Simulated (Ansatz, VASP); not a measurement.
**Cross-check of Si32C31 (V_C) between VASP and Ansatz**

Wanted: the spread between two codes on one cell, functional and k mesh. The structure shown is the start of the Ansatz relaxation below; VASP solves that cell, so the two are compared at the walk's first step.

Calculated with Ansatz 0.2.0; plane waves, with VASP 6.6.1 beside it; single point at r2SCAN.

## 1. Set-up

The cell holds 63 atoms: 32 Si and 31 C. Its edges and angles: a = 8.713 Å, b = 8.713 Å, c = 8.713 Å, α = 90.0°, β = 90.0°, γ = 90.0°. It derives from SiC (SiC (F-43m)). Nearest the centre at fractional (0.375, 0.375, 0.375): Si29 at 1.88 Å, Si18 at 1.90 Å, Si11 at 1.91 Å, Si8 at 1.92 Å, C33 at 3.03 Å, C49 at 3.03 Å, C42 at 3.04 Å, C34 at 3.04 Å. The cell carries charge +1.

## 2. Ansatz: relaxation, r2SCAN

Ansatz runs on its PAW soft_1 files.

The two programs are compared at the cell with which this relaxation starts, whose forces are those of its first step.

File input.yaml:

```yaml
crystal:
  lattice:
    - [8.71318497, 0.0, 0.0]
    - [0.0, 0.0, -8.71318497]
    - [0.0, 8.71318497, 0.0]
  atoms:
    - { symbol: Si, position: [0.0, 0.0, 0.0] }
    - { symbol: Si, position: [0.0, 0.25, 0.25] }
    - { symbol: Si, position: [0.25, 0.0, 0.25] }
    - { symbol: Si, position: [0.25, 0.25, 0.0] }
    - { symbol: C, position: [0.125, 0.125, 0.375] }
    - { symbol: C, position: [0.125, 0.375, 0.125] }
    - { symbol: C, position: [0.375, 0.125, 0.125] }
    - { symbol: Si, position: [0.0, 0.0, 0.5] }
    - { symbol: Si, position: [0.0, 0.25, 0.75] }
    - { symbol: Si, position: [0.25, 0.0, 0.75] }
    - { symbol: Si, position: [0.25, 0.25, 0.5] }
    - { symbol: C, position: [0.125, 0.125, 0.875] }
    - { symbol: C, position: [0.125, 0.375, 0.625] }
    - { symbol: C, position: [0.375, 0.125, 0.625] }
    - { symbol: C, position: [0.375, 0.375, 0.875] }
    - { symbol: Si, position: [0.0, 0.5, 0.0] }
    - { symbol: Si, position: [0.0, 0.75, 0.25] }
    - { symbol: Si, position: [0.25, 0.5, 0.25] }
    - { symbol: Si, position: [0.25, 0.75, 0.0] }
    - { symbol: C, position: [0.125, 0.625, 0.375] }
    - { symbol: C, position: [0.125, 0.875, 0.125] }
    - { symbol: C, position: [0.375, 0.625, 0.125] }
    - { symbol: C, position: [0.375, 0.875, 0.375] }
    - { symbol: Si, position: [0.0, 0.5, 0.5] }
    - { symbol: Si, position: [0.0, 0.75, 0.75] }
    - { symbol: Si, position: [0.25, 0.5, 0.75] }
    - { symbol: Si, position: [0.25, 0.75, 0.5] }
    - { symbol: C, position: [0.125, 0.625, 0.875] }
    - { symbol: C, position: [0.125, 0.875, 0.625] }
    - { symbol: C, position: [0.375, 0.625, 0.625] }
    - { symbol: C, position: [0.375, 0.875, 0.875] }
    - { symbol: Si, position: [0.5, 0.0, 0.0] }
    - { symbol: Si, position: [0.5, 0.25, 0.25] }
    - { symbol: Si, position: [0.75, 0.0, 0.25] }
    - { symbol: Si, position: [0.75, 0.25, 0.0] }
    - { symbol: C, position: [0.625, 0.125, 0.375] }
    - { symbol: C, position: [0.625, 0.375, 0.125] }
    - { symbol: C, position: [0.875, 0.125, 0.125] }
    - { symbol: C, position: [0.875, 0.375, 0.375] }
    - { symbol: Si, position: [0.5, 0.0, 0.5] }
    - { symbol: Si, position: [0.5, 0.25, 0.75] }
    - { symbol: Si, position: [0.75, 0.0, 0.75] }
    - { symbol: Si, position: [0.75, 0.25, 0.5] }
    - { symbol: C, position: [0.625, 0.125, 0.875] }
    - { symbol: C, position: [0.625, 0.375, 0.625] }
    - { symbol: C, position: [0.875, 0.125, 0.625] }
    - { symbol: C, position: [0.875, 0.375, 0.875] }
    - { symbol: Si, position: [0.5, 0.5, 0.0] }
    - { symbol: Si, position: [0.5, 0.75, 0.25] }
    - { symbol: Si, position: [0.75, 0.5, 0.25] }
    - { symbol: Si, position: [0.75, 0.75, 0.0] }
    - { symbol: C, position: [0.625, 0.625, 0.375] }
    - { symbol: C, position: [0.625, 0.875, 0.125] }
    - { symbol: C, position: [0.875, 0.625, 0.125] }
    - { symbol: C, position: [0.875, 0.875, 0.375] }
    - { symbol: Si, position: [0.5, 0.5, 0.5] }
    - { symbol: Si, position: [0.5, 0.75, 0.75] }
    - { symbol: Si, position: [0.75, 0.5, 0.75] }
    - { symbol: Si, position: [0.75, 0.75, 0.5] }
    - { symbol: C, position: [0.625, 0.625, 0.875] }
    - { symbol: C, position: [0.625, 0.875, 0.625] }
    - { symbol: C, position: [0.875, 0.625, 0.625] }
    - { symbol: C, position: [0.875, 0.875, 0.875] }
  host:
    repeats: [2, 2, 2]
    atoms:
      - { symbol: Si, position: [0.0, 0.0, 0.0] }
      - { symbol: Si, position: [0.0, 0.5, 0.5] }
      # ... 6 more atoms of the perfect host
total_charge: 1
basis:
  ecutwfc: 500
  xc_grid: 2
hamiltonian:
  xc: r2scan
  pseudopotentials: { kind: paw, azcp: { folder: soft_1 } }
kpoints:
  mp_grid: { grid: [1, 1, 1], shift: [0.25, 0.25, 0.25] }
magnetization:
  spin_polarized: true
  initial_magnetization: 3
  spin_locking: { lock_magnetization: hard }
scf:
  occupations: { method: fixed }
  max_iter: 80
output:
  forces: true
  charged_corrections:
    epsilon: 7.06
    static_epsilon: 10.43
    defect_position: [0.375, 0.375, 0.375]
relax:
  f_tol: 0.02
  max_steps: 80
  random_displacement: { amplitude: 0.05, seed: 3984 }
checkpoint:
  write: "../qp1_M3.relax.run"
  compress: false
  write_wavefunctions: true
  write_every: 100000
```

Launch:

```sh
ansatz run input.yaml --threads 8 --pin off --max-ram 15073MiB --backend cpu --events-out ev --progress --plain --runs-dir out
```

Numbers of over 12 decimals in the logs are rounded to 6 here.

The log of the run:

```text
Warning: This run holds its total moment fixed (magnetization.spin_locking.lock_magnetization: hard) and mixes its density by anderson or broyden (scf.mixing.algorithm, typed or taken by auto). Slabs with a fixed moment have converged under broyden above another state at the same moment, at the default mixing steps and at smaller ones, and under scf.lower_state_search: standard, light or off a state that such a mixer [...]
Engine: ansatz 0.2.0, aarch64-unknown-linux-gnu
Pseudopotentials: kind: paw
Pseudopotential: Si, paw, valence charge 4, recommended cutoff 500 eV (meta_gga), soft_1/Si.paw.azcp
Pseudopotential: C, paw, valence charge 4, recommended cutoff 500 eV (meta_gga), soft_1/C.paw.azcp
Functional definition: r2SCAN
  parameter k0 = 0.174
  parameter k1 = 0.065
  parameter a1 = 4.9479
  exchange = r2scan_x(k0 = k0, k1 = k1, a1 = a1)
  correlation = r2scan_c
Crystal: 63 atoms, lattice volume = 661.501 Å³
Basis set: ecut = 500 eV, 16831 PW (Γ), exchange–correlation on 128×128×128 points (8 copies of the dense FFT grid, shifted against one another)
Bands: 190, of which v1, the nominal top of the filled ones, is band 126 counted from 1 (125 counted from 0)
Symmetry: 1 space group operations
k-points: 1
Non-local potential: Si, projectors of the file, l = 0: 2, l = 1: 2, l = 2: 1
Non-local potential: C, projectors of the file, l = 0: 2, l = 1: 2, l = 2: 1
PAW form: soft (Blöchl's): semilocal exchange-correlation on the pseudo side does not see the compensation charge
PAW frozen core: Si, regenerated for the run's functional (the file was generated under x = pbe(κ = 0.804, μ = 0.219515), c = pbe(β = 0.066725))
PAW frozen core: C, regenerated for the run's functional (the file was generated under x = pbe(κ = 0.804, μ = 0.219515), c = pbe(β = 0.066725))
PAW one-centre angular grid: Si, 302 points (default); XC on 160 Gauss nodes
PAW one-centre angular grid: C, 302 points (default); XC on 219 of its mesh's 2255 points in the sphere
Initial density: superposition of atomic densities (chi_scale 0.1, normalization cell)
Starting moments: Σ|m| = 3 μB on 63 of 63 sites
Initial wavefunctions: pseudopotential atomic-orbital guess
Functional: x = r2scan, c = r2scan; τ floored in thin density (d = 2e-4 eV/Å³)
SCF iter   1: F=—  HF=-28317.549232 eV  |F-HF|=—  |Δ(HF+E_count)|=         —  Δρ=7.40e-2 (↑7.13e-2 ↓7.40e-2)  dr2=1.85e2  dr2_τ=4.42e0  dr2_m=1.10e-1  M=3.000 μB ∫|m|=3.000 μB  β_m=1.20  ethr=3.10e-3  ⟨swp⟩=5.0  Hψ=1320  notcnv=0  defer=118
preconditioner: auto → Resta (q_TF=auto, 2.321 Å⁻¹)  ε∞=3.8  [insulator: Δε(μ)=0.053 eV  Ē_g=13.583 eV  n_scr=146 (ndim 8)  ℏωp=22.9 eV  f_vac=0.000  ε∞_Penn≈3.8]
spin=Collinear: Resta preconditioning applied to the charge; magnetization (m = ρ↑ − ρ↓) channel mixes plain (no charge-response kernel on spin).
SCF iter   2: F=—  HF=-28282.253071 eV  |F-HF|=—  |Δ(HF+E_count)|=    3.53e1  Δρ=4.21e-2 (↑4.21e-2 ↓4.15e-2)  dr2=5.67e1  dr2_τ=2.38e-1  dr2_m=3.11e-2  M=3.000 μB ∫|m|=3.094 μB  β_m=1.20  ethr=3.10e-3  ⟨swp⟩=3.0  Hψ=667  notcnv=0  defer=121  κ⁻¹=1.0e0(r=1)
SCF iter   3: F=—  HF=-28271.561585 eV  |F-HF|=—  |Δ(HF+E_count)|=    1.07e1  Δρ=1.69e-2 (↑1.63e-2 ↓1.69e-2)  dr2=6.00e0  dr2_τ=2.19e-2  dr2_m=6.30e-2  M=3.000 μB ∫|m|=3.231 μB  β_m=1.20  ethr=3.10e-3  ⟨swp⟩=3.0  Hψ=600  notcnv=0  defer=121  κ⁻¹=5.7e-2(r=2)
SCF iter   4: F=—  HF=-28272.303445 eV  |F-HF|=—  |Δ(HF+E_count)|=   7.42e-1  Δρ=1.07e-2 (↑1.06e-2 ↓1.07e-2)  dr2=2.13e0  dr2_τ=8.81e-3  dr2_m=3.86e-3  M=3.000 μB ∫|m|=3.238 μB  β_m=1.20  ethr=2.39e-3  ⟨swp⟩=2.5  Hψ=509  notcnv=0  defer=121  κ⁻¹=1.0e-2(r=3)
SCF iter   5: F=—  HF=-28272.563927 eV  |F-HF|=—  |Δ(HF+E_count)|=   2.60e-1  Δρ=4.21e-3 (↑4.21e-3 ↓3.96e-3)  dr2=3.04e-1  dr2_τ=1.69e-3  dr2_m=2.68e-3  M=3.000 μB ∫|m|=3.248 μB  β_m=1.20  ethr=8.48e-4  ⟨swp⟩=3.5  Hψ=436  notcnv=0  defer=124  κ⁻¹=1.5e-3(r=4)
SCF iter   6: F=—  HF=-28272.620165 eV  |F-HF|=—  |Δ(HF+E_count)|=   5.62e-2  Δρ=1.78e-3 (↑1.72e-3 ↓1.78e-3)  dr2=6.35e-2  dr2_τ=3.50e-4  dr2_m=5.84e-4  M=3.000 μB ∫|m|=3.198 μB  β_m=1.20  ethr=1.21e-4  ⟨swp⟩=2.5  Hψ=523  notcnv=0  defer=125  κ⁻¹=6.4e-4(r=5)
SCF iter   7: F=—  HF=-28272.631282 eV  |F-HF|=—  |Δ(HF+E_count)|=   1.11e-2  Δρ=5.48e-4 (↑5.00e-4 ↓5.48e-4)  dr2=5.40e-3  dr2_τ=3.71e-5  dr2_m=1.33e-4  M=3.000 μB ∫|m|=3.186 μB  β_m=1.20  ethr=2.53e-5  ⟨swp⟩=3.0  Hψ=455  notcnv=0  defer=125  κ⁻¹=5.4e-5(r=6)
[...]
k-point 0 ↓: bands = [... 122 lower, 8.6779, 8.9118, 9.0261, 11.5950, 11.8581, 11.8911, 12.1979, 12.2254, ... 60 higher]
--- Relaxed structure (8 steps of the walk, 8 accepted, 0 SCFs on fresh bases) ---
  F+E_penalty+E_count = -28274.80736151 eV   max|allowed force component| = 1.075e-2 eV/Å
  atoms:
    - { symbol: Si, position: [-0.000889406, -0.00167099, 0.00105116] }
    - { symbol: Si, position: [-0.000985523, 0.247779, 0.250758] }
    - { symbol: Si, position: [0.249274, -0.00078194, 0.251253] }
    - { symbol: Si, position: [0.248318, 0.247256, -0.000765344] }
    - { symbol: C, position: [0.122601, 0.122976, 0.375236] }
    - { symbol: C, position: [0.124417, 0.372336, 0.124321] }
    - { symbol: C, position: [0.373567, 0.124853, 0.124367] }
    - { symbol: Si, position: [-0.000751279, -0.00158375, 0.501105] }
    - { symbol: Si, position: [-0.00201105, 0.248870, 0.751623] }
    - { symbol: Si, position: [0.248810, -0.00121823, 0.750126] }
    - { symbol: Si, position: [0.243728, 0.251065, 0.502170] }
    - { symbol: C, position: [0.123459, 0.123360, 0.874812] }
    - { symbol: C, position: [0.121451, 0.375036, 0.629068] }
    - { symbol: C, position: [0.373826, 0.125711, 0.625366] }
    - { symbol: C, position: [0.375002, 0.375216, 0.875045] }
    - { symbol: Si, position: [3.8372995072892253e-5, 0.498615, 0.0011555] }
    - { symbol: Si, position: [0.00224467, 0.746277, 0.250567] }
    - { symbol: Si, position: [0.259337, 0.485540, 0.249535] }
    - { symbol: Si, position: [0.250052, 0.747862, 0.00177085] }
    - { symbol: C, position: [0.131300, 0.617904, 0.375701] }
    - { symbol: C, position: [0.125289, 0.874293, 0.125863] }
    - { symbol: C, position: [0.376718, 0.622891, 0.126309] }
    - { symbol: C, position: [0.374740, 0.874808, 0.375093] }
    - { symbol: Si, position: [0.000330373, 0.498377, 0.501246] }
    - { symbol: Si, position: [-7.70881936542993e-5, 0.749408, 0.750866] }
    - { symbol: Si, position: [0.249079, 0.499205, 0.750952] }
    - { symbol: Si, position: [0.250726, 0.748160, 0.500525] }
    - { symbol: C, position: [0.124978, 0.624675, 0.876006] }
    - { symbol: C, position: [0.124854, 0.873472, 0.624603] }
    - { symbol: C, position: [0.375333, 0.625203, 0.626060] }
    - { symbol: C, position: [0.374869, 0.874613, 0.875723] }
    - { symbol: Si, position: [0.499358, -0.000743561, 0.00110224] }
    - { symbol: Si, position: [0.492634, 0.261296, 0.244516] }
    - { symbol: Si, position: [0.746807, 0.00134842, 0.250032] }
    - { symbol: Si, position: [0.749728, 0.249633, 0.000205316] }
    - { symbol: C, position: [0.618478, 0.131603, 0.374859] }
    - { symbol: C, position: [0.626930, 0.377048, 0.122628] }
    - { symbol: C, position: [0.874025, 0.124523, 0.125179] }
    - { symbol: C, position: [0.874787, 0.375021, 0.375175] }
    - { symbol: Si, position: [0.497752, 0.00152395, 0.499819] }
    - { symbol: Si, position: [0.499425, 0.248974, 0.750497] }
    - { symbol: Si, position: [0.749357, -0.000618907, 0.750573] }
    - { symbol: Si, position: [0.748778, 0.249859, 0.500570] }
    - { symbol: C, position: [0.624374, 0.124801, 0.875373] }
    - { symbol: C, position: [0.626352, 0.375137, 0.626974] }
    - { symbol: C, position: [0.873737, 0.124541, 0.624756] }
    - { symbol: C, position: [0.874652, 0.374990, 0.875962] }
    - { symbol: Si, position: [0.501306, 0.500561, -0.00100748] }
    - { symbol: Si, position: [0.500062, 0.749359, 0.251061] }
    - { symbol: Si, position: [0.750400, 0.499890, 0.250422] }
    - { symbol: Si, position: [0.750327, 0.750095, 0.000937778] }
    - { symbol: C, position: [0.626602, 0.626447, 0.375095] }
    - { symbol: C, position: [0.624349, 0.874942, 0.125469] }
    - { symbol: C, position: [0.875781, 0.624789, 0.125418] }
    - { symbol: C, position: [0.874863, 0.874901, 0.375282] }
    - { symbol: Si, position: [0.502954, 0.500402, 0.502571] }
    - { symbol: Si, position: [0.500157, 0.749866, 0.750300] }
    - { symbol: Si, position: [0.750720, 0.500017, 0.751242] }
    - { symbol: Si, position: [0.749332, 0.749449, 0.501066] }
    - { symbol: C, position: [0.625744, 0.626295, 0.874262] }
    - { symbol: C, position: [0.624118, 0.876548, 0.624018] }
    - { symbol: C, position: [0.875372, 0.625344, 0.624653] }
    - { symbol: C, position: [0.874591, 0.874599, 0.875097] }
```

Reading the cycles: dr2 is the Hartree energy of the density residual (eV), the measure of convergence; HF is the Harris–Foulkes estimate of the energy, which meets the free energy F at convergence.

(Continued in part 2 of 2.)

[Lines on the potential files, build, host, timing and source positions are cut from VASP's logs without a mark.]

[Logs are printed without paths, hosts, clocks, repeated set-up lines and the standing remarks that a program may print on its own settings, such as how far it seeks lower states.]

[Hosts, paths, dates, database ids (printed as entryN), source tags and the programs' standing remarks are cut or masked in the printed files.]
